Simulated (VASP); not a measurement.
**ZnS in VASP 6.6.1, single-point calculation**

INCAR

```
NELM = 78
NBANDS = 16
SIGMA = 0.02
GGA = PE
ISMEAR = -1
PREC = Low
ENCUT = 520
LASPH = .TRUE.
LWAVE = .FALSE.
LREAL = .FALSE.
NSW = 0
ISIF = 2
LCHARG = .FALSE.
EDIFF = 1E-7
IBRION = -1
```

KPOINTS

```
KPOINTS created by Atomic Simulation Environment
0
Gamma
8 8 8
0 0 0
```

POSCAR

```
Zn S
 1.0000000000000000
     0.0000000000000000    2.6940858314999998    2.8018492648000000
     2.6940858314999998    0.0000000000000000    2.8018492648000000
     2.6940858314999998    2.6940858314999998    0.0000000000000000
 Zn  S
   1   1
Cartesian
  0.0000000000000000  0.0000000000000000  0.0000000000000000
  1.3470429157499999  1.3470429157499999  1.4009246323999998
```

The recommended PBE PAW datasets give the neutral cell 18 valence electrons.

Command

```
mpirun -np 1 vasp_std
```

OSZICAR

```
N       E                     dE             d eps       ncg     rms          rms(c)
DAV:   1     0.876600592096E+02    0.87660E+02   -0.89686E+03  1888   0.134E+03
DAV:   2    -0.161153529383E+01   -0.89272E+02   -0.83803E+02  2176   0.255E+02
DAV:   3    -0.722074000467E+01   -0.56092E+01   -0.55870E+01  2248   0.630E+01
DAV:   4    -0.728072984899E+01   -0.59990E-01   -0.59971E-01  2440   0.672E+00
DAV:   5    -0.728145580252E+01   -0.72595E-03   -0.72594E-03  2280   0.698E-01    0.650E+00
DAV:   6    -0.687500485326E+01    0.40645E+00   -0.73759E-01  2824   0.295E+01    0.511E+00
DAV:   7    -0.685560369329E+01    0.19401E-01   -0.24001E-01  2264   0.435E+00    0.261E+00
DAV:   8    -0.685483780817E+01    0.76589E-03   -0.49272E-03  2496   0.776E-01    0.677E-01
DAV:   9    -0.685510332627E+01   -0.26552E-03   -0.11817E-03  2296   0.278E-01    0.103E-01
DAV:  10    -0.685527434824E+01   -0.17102E-03   -0.21763E-04  2328   0.143E-01    0.572E-02
DAV:  11    -0.685526757192E+01    0.67763E-05   -0.35544E-05  2192   0.915E-02    0.656E-03
DAV:  12    -0.685526852443E+01   -0.95251E-06   -0.42235E-06  2752   0.219E-02    0.472E-03
DAV:  13    -0.685526849900E+01    0.25431E-07   -0.83162E-07  2408   0.901E-03
   1 F= -.68552685E+01 E0= -.68552685E+01  d E =-.161574E-10
```

Standard output (part)

```
POSCAR found type information on POSCAR ZnS
 POSCAR found :  2 types and       2 ions
 LDA part: xc-table for (Slater+PW92), standard interpolation
 POSCAR, INCAR and KPOINTS ok, starting setup
 WAVECAR not read
 entering main loop
```

From OUTCAR

```
k-points           NKPTS =     59   k-points in BZ     NKDIM =     59   number of bands    NBANDS=     16

   NELECT =      18.0000    total number of electrons

   dimension x,y,z NGX =    24 NGY =   24 NGZ =   24
   dimension x,y,z NGXF=    24 NGYF=   24 NGZF=   24

  energy-cutoff  :      520.00
  volume of cell :       40.67
      direct lattice vectors                 reciprocal lattice vectors
     0.000000000  2.694085831  2.801849265    -0.185591711  0.185591711  0.178453569
     2.694085831  0.000000000  2.801849265     0.185591711 -0.185591711  0.178453569
     2.694085831  2.694085831  0.000000000     0.185591711  0.185591711 -0.178453569

 k-points in reciprocal lattice and weights: KPOINTS created by Atomic Simulation Env
   0.00000000  0.00000000  0.00000000       0.002
   0.12500000  0.00000000  0.00000000       0.016
   0.25000000  0.00000000  0.00000000       0.016
   0.37500000  0.00000000  0.00000000       0.016
   0.50000000  0.00000000  0.00000000       0.008
   0.12500000  0.12500000  0.00000000       0.004
   0.25000000  0.12500000  0.00000000       0.016
   0.37500000  0.12500000  0.00000000       0.016
   ...

 E-fermi :   2.2573

 k-point     1 :       0.0000    0.0000    0.0000
  band No.  band energies     occupation
      1     -11.1004      2.00000
      2      -4.4084      2.00000
      3      -4.3848      2.00000
      4      -4.3846      2.00000
      5      -3.9363      2.00000
      6      -3.9267      2.00000
      7       1.7307      2.00000
      8       1.8754      2.00000
      9       1.8754      2.00000
     10       3.8051      0.00000
     11       8.2549      0.00000
     12       8.2552      0.00000
     13       8.2566      0.00000
     14      13.1521      0.00000
     15      13.5840      0.00000
     16      13.8804      0.00000

 k-point     2 :       0.1250    0.0000    0.0000
  band No.  band energies     occupation
      1     -10.9897      2.00000
      2      -4.3969      2.00000
      3      -4.3738      2.00000
      4      -4.3645      2.00000
      5      -3.9364      2.00000
      6      -3.9293      2.00000
      7       0.7280      2.00000
      8       1.6332      2.00000
      9       1.7465      2.00000
     10       4.6319      0.00000
     11       8.1165      0.00000
     12       8.5043      0.00000
     13       8.5110      0.00000
     14      12.6881      0.00000
     15      13.2296      0.00000
     16      14.3446      0.00000

 k-point     3 :       0.2500    0.0000    0.0000
  band No.  band energies     occupation
      1     -10.7014      2.00000
      2      -4.3511      2.00000
      3      -4.3272      2.00000
      4      -4.3194      2.00000
      5      -3.9300      2.00000
      6      -3.9291      2.00000
      7      -0.9343      2.00000
      8       1.3057      2.00000
      9       1.4643      2.00000
     10       5.2053      0.00000
     11       8.5736      0.00000
     12       8.9049      0.00000
     13       8.9344      0.00000
     14      12.6496      0.00000
     15      12.8816      0.00000
     16      14.0101      0.00000

 ...

  Total        0.0493101      0.0493101     -0.3982810      0.0000000      0.0000000      0.0000000
  in kB        1.9424438      1.9424438    -15.6892645      0.0000000      0.0000000      0.0000000
  external PRESSURE =      -3.9347923 kB  Pullay stress =       0.0000000 kB

 POSITION                                       TOTAL-FORCE (eV/Angst)
 -----------------------------------------------------------------------------------
      0.00000      0.00000      0.00000        -0.000000     -0.000000      0.000000
      1.34704      1.34704      1.40092         0.000000      0.000000     -0.000000
 -----------------------------------------------------------------------------------
    total drift:                               -0.000214     -0.000214     -0.000307

  FREE ENERGIE OF THE ION-ELECTRON SYSTEM (eV)
  ---------------------------------------------------
  free  energy   TOTEN  =        -6.8552684990 eV

  energy  without entropy=       -6.8552684990  energy(sigma->0) =       -6.85526850
```

It converged. Results: gap between bands v and c on the k mesh 1.93 eV; least direct gap on the k mesh 1.93 eV; pressure -0.4 GPa. Band v is the last that the valence electrons fill when counted band by band, and c is the next.

For comparison, a separate PBE run of the intended cell, on usual settings and not on those above, gives a gap of 1.93 eV on its mesh and a pressure of -0.5 GPa.

The run above took about 12 s on one core of a shared host (Intel Xeon Platinum 8488C) and held 0.14 GiB at most.
